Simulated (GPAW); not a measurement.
## Magnetic state of 1 ML Co on Re(0001), fcc site, 3 substrate layers from several starts

Wanted: the moments of 1 ML Co on Re(0001), fcc site, 3 substrate layers and the energy of each order that was tried.

Calculated with GPAW 26.7.0; PBE; plane waves with GPAW's PAW setups, scalar-relativistic.

Most raw output is cut from this account.

### Step 1. The starting structure

The cell holds 4 atoms: 3 Re and 1 Co. Its edges and angles: a = 2.761 Å, b = 2.761 Å, c = 20.551 Å, α = 90.0°, β = 90.0°, γ = 120.0°. pseudomorphic film on the substrate's lattice, hard-sphere layer spacings, unrelaxed, 14 A of vacuum. Vacuum lies along c.

As a file:

```cif
data_structure
_symmetry_space_group_name_H-M 'P 1'
_symmetry_Int_Tables_number 1
_cell_length_a 2.7608
_cell_length_b 2.7608
_cell_length_c 20.5506
_cell_angle_alpha 90.000
_cell_angle_beta 90.000
_cell_angle_gamma 120.000
_cell_volume 135.65
loop_
_atom_site_label
_atom_site_type_symbol
_atom_site_fract_x
_atom_site_fract_y
_atom_site_fract_z
_atom_site_occupancy
Re1 Re 0.00000 0.00000 0.34062 1
Re2 Re 0.66667 0.33333 0.44909 1
Re3 Re 0.00000 0.00000 0.55756 1
Co4 Co 0.33333 0.66667 0.65938 1
```

### Step 2. Start 1: ferro +

The parallel start comes first: it fits the smallest cell, keeps the most symmetry and shows whether parallel moments form.

order1.py reads:

```python
import json
import numpy as np
from ase import Atoms
from ase.parallel import paropen, parprint
from gpaw import GPAW

atoms = Atoms(['Re', 'Re', 'Re', 'Co'],
    cell=[[2.7608, 0.0, 0.0],
         [-1.3804, 2.390923, 0.0],
         [0.0, 0.0, 20.550646]],
    scaled_positions=[[0.0, 0.0, 0.340622],
         [0.666667, 0.333333, 0.44909],
         [0.0, 0.0, 0.557559],
         [0.333333, 0.666667, 0.659378]],
    pbc=True,
    magmoms=[0.0, 0.0, 0.0, 2.0])
atoms.calc = GPAW(mode={'name': 'pw', 'ecut': 500},
    xc='PBE',
    kpts={'size': (14, 14, 1), 'gamma': True},
    occupations={'name': 'fermi-dirac', 'width': 0.05},
    convergence={'density': 1e-05, 'energy': 1e-05},
    maxiter=250,
    symmetry={'tolerance': 1e-4},
    txt='order1.txt')
e = atoms.get_potential_energy(force_consistent=True)
res = {'free_energy': e, 'energy_sigma0': atoms.get_potential_energy(), 'fermi_energy': atoms.calc.get_fermi_level()}
res['moments'] = atoms.get_magnetic_moments().tolist()
res['total'] = atoms.get_magnetic_moment()
parprint('site moments (muB):', np.round(res['moments'], 3))
parprint(f"total moment: {res['total']:.3f} muB")
parprint(f'free energy: {e:.6f} eV')
atoms.calc.write('order1.gpw')
with paropen('results.json', 'w') as f:
    json.dump(res, f)
```

Run with:

```console
OMP_NUM_THREADS=1 mpirun -n 4 gpaw python order1.py > order1.log
```

Run time: 56 s. Hardware: 4 MPI ranks of Arm Neoverse V1, shared host; peak memory 0.96 GiB.

Spin moment in the augmentation sphere by atom:

```csv
atom,spin moment in the augmentation sphere (μB)
Re1,-0.06
Re2,-0.03
Re3,-0.02
Co4,1.61
```

Numbers from this step:

```yaml
magnetization: 1.438 μB
final_state: ferromagnetic
```

After 23 cycles the largest moment stands at 1.61 μB.

### Step 3. Start 2: antiferro q=(0,1/2,0) +-

Another pattern of signs weighs the neighbour shells otherwise.

The cell is doubled to 8 atoms to hold this order. Its mesh is chosen so that both cells sample the same points.

order2.py reads:

```python
import json
import numpy as np
from ase import Atoms
from ase.parallel import paropen, parprint
from gpaw import GPAW

atoms = Atoms(['Re', 'Re', 'Re', 'Re', 'Re', 'Re', 'Co', 'Co'],
    cell=[[2.7608, 0.0, 0.0],
         [-2.7608, 4.781846, 0.0],
         [0.0, 0.0, 20.550646]],
    scaled_positions=[[0.0, 0.0, 0.340622],
         [0.0, 0.5, 0.340622],
         [0.666667, 0.1666665, 0.44909],
         [0.666667, 0.6666665, 0.44909],
         [0.0, 0.0, 0.557559],
         [0.0, 0.5, 0.557559],
         [0.333333, 0.3333335, 0.659378],
         [0.333333, 0.8333335, 0.659378]],
    pbc=True,
    magmoms=[0.0, 0.0, 0.0, 0.0, 0.0, 0.0, 2.0, -2.0])
atoms.calc = GPAW(mode={'name': 'pw', 'ecut': 500},
    xc='PBE',
    kpts={'size': (14, 7, 1), 'gamma': True},
    occupations={'name': 'fermi-dirac', 'width': 0.05},
    convergence={'density': 1e-05, 'energy': 1e-05},
    maxiter=250,
    symmetry={'tolerance': 1e-4},
    txt='order2.txt')
e = atoms.get_potential_energy(force_consistent=True)
res = {'free_energy': e, 'energy_sigma0': atoms.get_potential_energy(), 'fermi_energy': atoms.calc.get_fermi_level()}
res['moments'] = atoms.get_magnetic_moments().tolist()
res['total'] = atoms.get_magnetic_moment()
parprint('site moments (muB):', np.round(res['moments'], 3))
parprint(f"total moment: {res['total']:.3f} muB")
parprint(f'free energy: {e:.6f} eV')
atoms.calc.write('order2.gpw')
with paropen('results.json', 'w') as f:
    json.dump(res, f)
```

Run with:

```console
OMP_NUM_THREADS=1 mpirun -n 4 gpaw python order2.py > order2.log
```

It took 11 min on 4 MPI ranks; peak memory 2 GiB; 44 min of CPU time.

Spin moment in the augmentation sphere by atom:

| atom | spin moment in the augmentation sphere (μB) |
| --- | --- |
| Re1 | 0.01 |
| Re2 | -0.01 |
| Re3 | -0.04 |
| Re4 | 0.04 |
| Re5 | 0.00 |
| Re6 | 0.00 |
| Co7 | 1.47 |
| Co8 | -1.47 |

This step gave:

```
magnetization : 0 μB
final state   : antiferromagnetic
```

It lies 73.5 meV a seeded atom over the first start, and its largest moment is 1.47 μB against 1.61 μB.

### Step 4. Order 3, typed as no spin polarisation

A run without seeds gives the energy of the state without moments.

nospin.py reads:

```python
import json
import numpy as np
from ase import Atoms
from ase.parallel import paropen, parprint
from gpaw import GPAW

atoms = Atoms(['Re', 'Re', 'Re', 'Co'],
    cell=[[2.7608, 0.0, 0.0],
         [-1.3804, 2.390923, 0.0],
         [0.0, 0.0, 20.550646]],
    scaled_positions=[[0.0, 0.0, 0.340622],
         [0.666667, 0.333333, 0.44909],
         [0.0, 0.0, 0.557559],
         [0.333333, 0.666667, 0.659378]],
    pbc=True)
atoms.calc = GPAW(mode={'name': 'pw', 'ecut': 500},
    xc='PBE',
    kpts={'size': (14, 14, 1), 'gamma': True},
    occupations={'name': 'fermi-dirac', 'width': 0.05},
    convergence={'density': 1e-05, 'energy': 1e-05},
    maxiter=250,
    symmetry={'tolerance': 1e-4},
    txt='nospin.txt')
e = atoms.get_potential_energy(force_consistent=True)
res = {'free_energy': e, 'energy_sigma0': atoms.get_potential_energy(), 'fermi_energy': atoms.calc.get_fermi_level()}
parprint(f'free energy: {e:.6f} eV')
atoms.calc.write('nospin.gpw')
with paropen('results.json', 'w') as f:
    json.dump(res, f)
```

Run with:

```console
OMP_NUM_THREADS=1 mpirun -n 4 gpaw python nospin.py > nospin.log
```

The job ended after 28 s (4 MPI ranks; peak memory 0.84 GiB).

Numbers from this step:

```yaml
final_state: non-magnetic (no spin polarisation)
```

It lies 176 meV a seeded atom over the first start.

### Step 5. Energies of the orders

These are free energies at a smearing of 0.05 eV, so its entropy term is in the differences. They are divided by the number of seeded atoms, so that cells of unlike size compare. Wavevectors q in the names are fractions of the reciprocal vectors of the first run's cell.

Orders:

```
                   start        final state  typed order kept  energy over the lowest (meV a seeded atom)  largest site moment (μB)  net moment (μB a primitive cell)  mesh matched  CPU time (s)
                 ferro +      ferromagnetic               yes                                           0                     1.607                             1.438           yes         225.5
antiferro q=(0,1/2,0) +-  antiferromagnetic               yes                                       73.48                     1.473                                 0           yes          2611
    no spin polarisation       non-magnetic                 -                                       175.7                         0                                 0           yes         111.6
```

### Step 6. Results

```yaml
lowest_state_found: ferromagnetic (typed ferro +)
largest_site_moment: 1.61 μB
next_state: antiferromagnetic, 73.5 meV a seeded atom higher
energy_gained_by_spin_polarisation: 176 meV a seeded atom
```

**Reading.** The lowest state found is ferromagnetic, reached from the start ferro +, with moments up to 1.61 μB. The next state costs 73 meV a seeded atom. Only 3 starts are shown; other collinear patterns, canted and longer-period orders are not.

[Logs and program files are shortened in this print: banners, set-up blocks, solver, clock and traceback lines can be left out without a mark of their own.]

[Logs are printed without paths, hosts, clocks, repeated set-up lines and the standing remarks that a program may print on its own settings, such as how far it seeks lower states.]

[Hosts, paths, dates, database ids (printed as entryN), source tags and the programs' standing remarks are cut or masked in the printed files.]

[Where a cell is said to come from a database of computed structures, the database is the Materials Project.]
